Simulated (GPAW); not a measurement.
Wanted: an ASE script for a GPAW 26.7.0 run.

```
Task                : equation of state
Functional          : LDA
Potentials or basis : the program's PAW data sets (release 1.2.1) made for this functional
Cutoff              : 600 eV
Basis               : pw
k mesh              : 6 × 6 × 3
Occupations         : fermi-dirac, width 0.05 eV
Spin                : no spin polarisation
Maxiter             : 150
Eos scales          : [0.94, 0.96, 0.98, 1.0, 1.02, 1.04, 1.06]
```

The system is CdSe (Cadmoselite).

```
CELL_PARAMETERS angstrom
4.30000 0.00000 0.00000
-2.15000 3.72391 0.00000
0.00000 0.00000 7.02000
ATOMIC_POSITIONS crystal
Cd 0.66667 0.33333 0.50000
Cd 0.33333 0.66667 0.00000
Se 0.66667 0.33333 0.88500
Se 0.33333 0.66667 0.38500
```

These files were run (other wordings do the same):

run.py

```python
from ase import Atoms
from ase.eos import EquationOfState
from ase.io import Trajectory
from ase.units import GPa
from gpaw import GPAW, PW

atoms = Atoms(['Cd', 'Cd', 'Se', 'Se'],
              cell=[[4.3, 0.0, 0.0],
                    [-2.15, 3.7239092363, 0.0],
                    [0.0, 0.0, 7.02]],
              scaled_positions=[[0.6666666667, 0.3333333333, 0.5],
                                [0.3333333333, 0.6666666667, 0.0],
                                [0.6666666667, 0.3333333333, 0.885],
                                [0.3333333333, 0.6666666667, 0.385]],
              pbc=True)

traj = Trajectory('eos.traj', 'w')
volumes, energies = [], []
for x in [0.94, 0.96, 0.98, 1.0, 1.02, 1.04, 1.06]:
    a = atoms.copy()
    a.set_cell(atoms.cell * x**(1 / 3), scale_atoms=True)
    calc = GPAW(mode=PW(600),
                xc='LDA',
                kpts={'size': (6, 6, 3), 'gamma': True},
                occupations={'name': 'fermi-dirac', 'width': 0.05},
                nbands=31,
                convergence={'density': 1e-05, 'energy': 1e-05},
                maxiter=150,
                txt=f'eos-{x:.2f}.txt')
    a.calc = calc
    energies.append(a.get_potential_energy(force_consistent=True))
    volumes.append(a.get_volume())
    p = -a.get_stress()[:3].mean() / GPa
    calc.write(f'eos-{x:.2f}.gpw')
    traj.write(a)
    print(f'{x:.2f} {volumes[-1]:10.4f} A^3 {energies[-1]:14.6f} eV {p:9.3f} GPa', flush=True)

v0, e0, B = EquationOfState(volumes, energies, eos='birchmurnaghan').fit()
print(f'V0 = {v0:.4f} A^3, E0 = {e0:.6f} eV, B0 = {B / GPa:.2f} GPa')
```

Potentials or basis: the program's PAW data sets (release 1.2.1) made for this functional, pw.

Command:

```console
$ OMP_NUM_THREADS=1 python run.py
```

It gave:

```
Equilibrium volume                        : 27.09 Å³/atom
Bulk modulus at fixed shape and positions : 58 GPa
Pressure derivative of the bulk modulus   : 4.7
```

Caveat: the cell was scaled at fixed shape and fractional positions, which overstates the stiffness of a crystal with free parameters, most of all of layers and chains.

Wall time 3.3 min on 1 thread of Arm Neoverse V2 (shared host), peak memory 0.38 GiB.
